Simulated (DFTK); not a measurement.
Wanted: the native input for a DFTK 0.8.2 run.

```
Task                         : band structure
Functional                   : r2SCAN
Potentials or basis          : in-house norm-conserving set (r2SCAN, scalar relativistic)
Cutoff                       : 1007 eV
k mesh                       : 8 × 8 × 8
Occupations                  : fermi-dirac, width 0.05 eV
Spin                         : no spin polarisation
Valence electrons            : Bi 15
SCF tolerance on the density : 1e-06
```

The structure of Bi lies in Bi.xyz:

```xyz
1
Lattice="-1.9814305318 1.9814305318 1.9814305318 1.9814305318 -1.9814305318 1.9814305318 1.9814305318 1.9814305318 -1.9814305318" Properties=species:S:1:pos:R:3 pbc="T T T"
Bi     0.0000000000      0.0000000000      0.0000000000
```

This isn't the form of Bi at room conditions, which is rhombohedral.

The input as run:

run.jl

```julia
using DFTK
using PseudoPotentialData
using Unitful, UnitfulAtomic
using LinearAlgebra, Printf
include("save.jl")
disable_threading()

lines     = readlines("Bi.xyz")
cell_ang  = reshape(parse.(Float64, split(match(r"Lattice=\"([^\"]+)\"", lines[2])[1])), 3, 3)
lattice   = austrip(1u"Å") * cell_ang
symbols   = [Symbol(split(l)[1]) for l in lines[3:end]]
positions = [round.(cell_ang \ parse.(Float64, split(l)[2:4]); digits=9) for l in lines[3:end]]
pseudopotentials = Dict(:Bi => "Bi.upf")
elements = Dict(s => ElementPsp(s, pseudopotentials; rcut=10.0) for s in unique(symbols))
atoms    = [elements[s] for s in symbols]

build_model(lattice, positions; symmetries=true) =
    model_DFT(lattice, atoms, positions;
              functionals=r2SCAN(),
              temperature=austrip(0.05u"eV"),
              smearing=Smearing.FermiDirac(),
              symmetries)
Ecut  = 37.0  # hartree
kgrid = [8, 8, 8]
tol   = 1e-6
to_GPa = ustrip(uconvert(u"GPa", 1u"hartree/bohr^3"))

model = build_model(lattice, positions)
basis = PlaneWaveBasis(model; Ecut, kgrid)
display(basis)
scfres = self_consistent_field(basis;
                               tol,
                               nbandsalg=AdaptiveBands(model; n_bands_converge=12))
display(scfres.energies)
@printf "Fermi level: %.6f eV\n" ustrip(auconvert(u"eV", something(scfres.εF, NaN)))
forces = compute_forces_cart(scfres)
println("Forces (eV/Å)")
for (s, f) in zip(symbols, forces)
    @printf "%-3s %12.6f %12.6f %12.6f\n" s ustrip.(auconvert.(u"eV/Å", f))...
end
stress = compute_stresses_cart(scfres)
println("Stress (GPa)")
display(round.(stress * to_GPa; digits=4))
println("Levels at the first k-point (eV): ", round.(ustrip.(auconvert.(u"eV", scfres.eigenvalues[1][1:scfres.n_bands_converge])); digits=4))
save_scf!(scfres; forces, stress)

points = Dict("G" => [0.0, 0.0, 0.0], "H" => [0.5, -0.5, 0.5], "P" => [0.25, 0.25, 0.25], "N" => [0.0, 0.0, 0.5])
segments = [("G", "H", 10), ("H", "N", 7), ("N", "G", 7), ("G", "P", 8), ("P", "H", 8), ("P", "N", 5)]
kcoords = vcat([[points[a] + t * (points[b] - points[a]) for t in range(0, 1, n)] for (a, b, n) in segments]...)
bands = compute_bands(scfres, ExplicitKpoints(kcoords); n_bands=14, tol=1e-5)
for (k, ε) in zip(bands.basis.kpoints, bands.eigenvalues)
    @printf "%d %8.4f %8.4f %8.4f " k.spin k.coordinate...
    println(join([@sprintf("%9.4f", e) for e in ustrip.(auconvert.(u"eV", ε .- scfres.εF))]))
end
results["band_energies"] = rows(bands.eigenvalues); results["band_kpoints"] = rows(kcoords)
```

Potentials or basis: in-house norm-conserving set (r2SCAN, scalar relativistic).

Command:

```sh
$ julia --threads=1 run.jl  # save.jl only writes the numbers to a file and isn't shown; printed stress counts tension as positive; times include loading and compiling
```

It gave:

| Property | Result |
| --- | --- |
| Pressure | -0.2 GPa |
| Band gap on the k mesh | none (metal or under the smearing width) |

Caveat: spin-orbit coupling is left out, which moves the levels of the heavy elements.

Wall time 6.8 min on 1 thread of Intel(R) Xeon(R) Platinum 8259CL CPU @ 2.50GHz (Skylake/Cascade Lake), on a shared host, peak memory 1.6 GiB.
